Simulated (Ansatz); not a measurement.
# antiNiAs-structured PbO

Method: PBE, scalar-relativistic; no spin polarisation; PAW, 420 eV, Γ-centred 10×10×6 mesh, 0.05 eV Gaussian smearing; code Ansatz. The datasets are Ansatz's generated set soft_2.

```yaml
crystal:
  lattice:
    - [3.61816, 0.00000, 0.00000]
    - [-1.80908, 3.13342, 0.00000]
    - [0.00000, 0.00000, 6.35155]
  atoms:
    - { symbol: Pb, position: [0.33333, 0.66667, 0.25000] }
    - { symbol: Pb, position: [0.66667, 0.33333, 0.75000] }
    - { symbol: O, position: [0.00000, 0.00000, 0.00000] }
    - { symbol: O, position: [0.00000, 0.00000, 0.50000] }
```

This is a trial structure; measured cells of the compound in the Crystallography Open Database are in space groups Pbcm, P4/nmm.

Question: Which orbitals carry the states at the Fermi level, and how many states are there?

Answer: The filled and empty bands only just touch, so this is a zero-gap or semimetallic case rather than a good metal. Within 0.1 eV of it: O 2p 47 %, Pb 6p 32 %, Pb 6s 16 % (shares among the projected shells). The density of states at the Fermi level is about 0.027 states/eV per cell, averaged over 0.3 eV.

Density of states (tetrahedra, averaged over 0.5 eV; states/eV per cell of 4 atoms; energy in eV from the Fermi level; projections on Löwdin-orthogonalised atomic orbitals, summed over sites):

```csv
E,total,O 2p,Pb 6p,Pb 6s,O 2s,Pb 5d
-6.60,0.29,0.03,0.01,0.24,0.00,0.00
-6.10,0.01,0.00,0.00,0.01,0.00,0.00
-5.60,0.00,0.00,0.00,0.00,0.00,0.00
-5.10,0.00,0.00,0.00,0.00,0.00,0.00
-4.60,0.64,0.38,0.23,0.02,0.00,0.00
-4.10,2.68,1.67,0.88,0.07,0.02,0.01
-3.60,2.64,1.77,0.71,0.08,0.03,0.01
-3.10,2.75,2.07,0.55,0.07,0.02,0.01
-2.60,4.10,3.34,0.57,0.10,0.02,0.02
-2.10,4.11,3.58,0.32,0.13,0.02,0.02
-1.60,2.19,1.75,0.19,0.21,0.01,0.01
-1.10,2.25,1.63,0.19,0.38,0.02,0.01
-0.60,2.54,1.85,0.17,0.45,0.03,0.01
-0.10,0.13,0.07,0.03,0.02,0.01,0.00
0.40,0.23,0.07,0.11,0.02,0.02,0.00
0.90,0.55,0.11,0.33,0.04,0.04,0.00
1.40,1.02,0.22,0.63,0.06,0.07,0.00
1.90,1.67,0.42,1.03,0.08,0.07,0.00
2.40,2.53,0.64,1.56,0.13,0.10,0.01
2.90,1.15,0.28,0.72,0.06,0.04,0.00
3.40,0.58,0.09,0.39,0.04,0.02,0.00
3.90,1.51,0.23,1.14,0.04,0.05,0.00
```

These numbers lack spin–orbit coupling.
